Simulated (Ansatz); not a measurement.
**K₃₁S₁₇: course of a relaxation**

All numbers below come from Ansatz, DFT PBE, scalar-relativistic, plane waves, PAW. (420 eV cutoff, 2×2×2 k-mesh, shifted by half a step, Gaussian smearing of 0.01 eV, collinear spin)

What was changed: S on a K site (Wyckoff letter c), charge +0, atoms relaxed at the host's cell.

In a supercell of 48 atoms the defect feels its periodic images.

Command:

```bash
ansatz run input.yaml --threads 4 --pin off --max-ram 6144MiB --backend cpu --events-out ev --progress --plain --runs-dir out
```

Input:

```yaml
crystal:
  lattice:
    - [7.4620778879, 7.4620778879, 7.4620778879]
    - [-7.4620778879, 7.4620778879, -7.4620778879]
    - [-7.4620778879, -7.4620778879, 7.4620778879]
  atoms:
    - { symbol: S, position: [0.75, 0.0, 0.0], spin: 0.091 }
    - { symbol: K, position: [0.75, 0.75, 0.25] }
    - { symbol: K, position: [0.0, 0.75, 0.0] }
    - { symbol: K, position: [0.75, 0.5, 0.5] }
    - { symbol: K, position: [0.0, 0.5, 0.25] }
    - { symbol: K, position: [0.25, 0.5, 0.0] }
    - { symbol: K, position: [0.75, 0.25, 0.75] }
    - { symbol: K, position: [0.0, 0.25, 0.5] }
    - { symbol: K, position: [0.25, 0.25, 0.25] }
    - { symbol: K, position: [0.5, 0.25, 0.0] }
    - { symbol: K, position: [0.0, 0.0, 0.75] }
    - { symbol: K, position: [0.25, 0.0, 0.5] }
    - { symbol: K, position: [0.5, 0.0, 0.25] }
    - { symbol: K, position: [0.25, 0.75, 0.75] }
    - { symbol: K, position: [0.5, 0.75, 0.5] }
    - { symbol: K, position: [0.5, 0.5, 0.75] }
    - { symbol: K, position: [0.25, 0.0, 0.0] }
    - { symbol: K, position: [0.25, 0.75, 0.25] }
    - { symbol: K, position: [0.5, 0.75, 0.0], spin: 0.091 }
    - { symbol: K, position: [0.25, 0.5, 0.5] }
    - { symbol: K, position: [0.5, 0.5, 0.25] }
    - { symbol: K, position: [0.75, 0.5, 0.0] }
    - { symbol: K, position: [0.25, 0.25, 0.75] }
    - { symbol: K, position: [0.5, 0.25, 0.5] }
    - { symbol: K, position: [0.75, 0.25, 0.25], spin: 0.091 }
    - { symbol: K, position: [0.0, 0.25, 0.0], spin: 0.091 }
    - { symbol: K, position: [0.5, 0.0, 0.75], spin: 0.091 }
    - { symbol: K, position: [0.75, 0.0, 0.5] }
    - { symbol: K, position: [0.0, 0.0, 0.25], spin: 0.091 }
    - { symbol: K, position: [0.75, 0.75, 0.75], spin: 0.091 }
    - { symbol: K, position: [0.0, 0.75, 0.5] }
    - { symbol: K, position: [0.0, 0.5, 0.75] }
    - { symbol: S, position: [0.5, 0.25, 0.25] }
    - { symbol: S, position: [0.5, 0.0, 0.5] }
    - { symbol: S, position: [0.75, 0.0, 0.25], spin: 0.091 }
    - { symbol: S, position: [0.5, 0.75, 0.75], spin: 0.091 }
    - { symbol: S, position: [0.75, 0.75, 0.5] }
    - { symbol: S, position: [0.0, 0.75, 0.25] }
    - { symbol: S, position: [0.5, 0.5, 0.0] }
    - { symbol: S, position: [0.75, 0.5, 0.75] }
    - { symbol: S, position: [0.0, 0.5, 0.5] }
    - { symbol: S, position: [0.25, 0.5, 0.25] }
    - { symbol: S, position: [0.75, 0.25, 0.0], spin: 0.091 }
    - { symbol: S, position: [0.0, 0.25, 0.75] }
    - { symbol: S, position: [0.25, 0.25, 0.5] }
    - { symbol: S, position: [0.0, 0.0, 0.0], spin: 0.091 }
    - { symbol: S, position: [0.25, 0.0, 0.75] }
    - { symbol: S, position: [0.25, 0.75, 0.0] }
  host:
    lattice:
      - [0.0, 3.731038944, 3.731038944]
      - [3.731038944, 0.0, 3.731038944]
      - [3.731038944, 3.731038944, 0.0]
    atoms:
      - { symbol: K, position: [0.75, 0.75, 0.75] }
      - { symbol: K, position: [0.25, 0.25, 0.25] }
      - { symbol: S, position: [0.0, 0.0, 0.0] }
basis:
  ecutwfc: 420
  xc_grid: 2
kpoints:
  mp_grid: { grid: [2, 2, 2], shift: [0.5, 0.5, 0.5] }
hamiltonian:
  xc: pbe
scf:
  occupations: { method: gaussian, width: 0.01 }
output:
  forces: true
  stress: false
  eigenvalues: true
  populations: true
  charged_corrections:
    defect_position: [0.75, 0.0, 0.0]
    epsilon: [[6.3831, 0.0, 0.0], [0.0, 6.3831, 0.0], [0.0, 0.0, 6.3831]]
magnetization:
  spin_polarized: true
relax:
  adjacent_minimum: "off"
  f_tol: 0.025
  max_steps: 45
```

F is the free energy.

Steps:

```csv
step,F − F(1) (eV),largest force component (eV/Å)
1,0.0000,0.326
2,-0.2278,0.153
3,-0.2634,0.143
4,-0.3094,0.016
5,-0.3094,0.016
```

Relaxed structure:

```cif
data_structure
_symmetry_space_group_name_H-M 'P 1'
_symmetry_Int_Tables_number 1
_cell_length_a 12.9247
_cell_length_b 12.9247
_cell_length_c 12.9247
_cell_angle_alpha 109.471
_cell_angle_beta 109.471
_cell_angle_gamma 109.471
_cell_volume 1662.03
loop_
_atom_site_label
_atom_site_type_symbol
_atom_site_fract_x
_atom_site_fract_y
_atom_site_fract_z
_atom_site_occupancy
S1 S 0.75000 0.00000 0.00000 1
K1 K 0.75000 0.74867 0.25378 1
K2 K 0.00378 0.74867 0.00000 1
K3 K 0.75000 0.50000 0.50000 1
K4 K 0.00133 0.50510 0.25133 1
K5 K 0.25000 0.50000 0.00000 1
K6 K 0.75000 0.25378 0.74867 1
K7 K 0.00133 0.25133 0.50510 1
K8 K 0.25510 0.25133 0.25133 1
K9 K 0.49867 0.25378 0.00000 1
K10 K 0.00378 0.00000 0.74867 1
K11 K 0.25000 0.00000 0.50000 1
K12 K 0.49867 0.00000 0.25378 1
K13 K 0.24490 0.74622 0.74622 1
K14 K 0.49622 0.74622 0.49490 1
K15 K 0.49622 0.49490 0.74622 1
K16 K 0.26028 0.00000 0.00000 1
K17 K 0.25000 0.75000 0.25000 1
K18 K 0.51738 0.76738 0.00000 1
K19 K 0.23972 0.48972 0.48972 1
K20 K 0.50000 0.50000 0.25000 1
K21 K 0.75000 0.51028 0.00000 1
K22 K 0.25000 0.25000 0.75000 1
K23 K 0.50000 0.25000 0.50000 1
K24 K 0.75000 0.23262 0.23262 1
K25 K 0.98262 0.23262 0.00000 1
K26 K 0.51738 0.00000 0.76738 1
K27 K 0.75000 0.00000 0.51028 1
K28 K 0.98262 0.00000 0.23262 1
K29 K 0.75000 0.76738 0.76738 1
K30 K 0.00000 0.75000 0.50000 1
K31 K 0.00000 0.50000 0.75000 1
S2 S 0.50338 0.24970 0.24970 1
S3 S 0.50030 0.00000 0.50368 1
S4 S 0.75000 0.00000 0.26433 1
S5 S 0.48567 0.73567 0.73567 1
S6 S 0.75000 0.75030 0.50368 1
S7 S 0.99970 0.75338 0.24970 1
S8 S 0.50030 0.50368 0.00000 1
S9 S 0.75000 0.50368 0.75030 1
S10 S 0.99662 0.49632 0.49632 1
S11 S 0.24632 0.49632 0.24662 1
S12 S 0.75000 0.26433 0.00000 1
S13 S 0.99970 0.24970 0.75338 1
S14 S 0.24632 0.24662 0.49632 1
S15 S 0.01433 0.00000 0.00000 1
S16 S 0.25368 0.00000 0.75030 1
S17 S 0.25368 0.75030 0.00000 1
```

The run converged. The run took of the order of 11 core-minutes.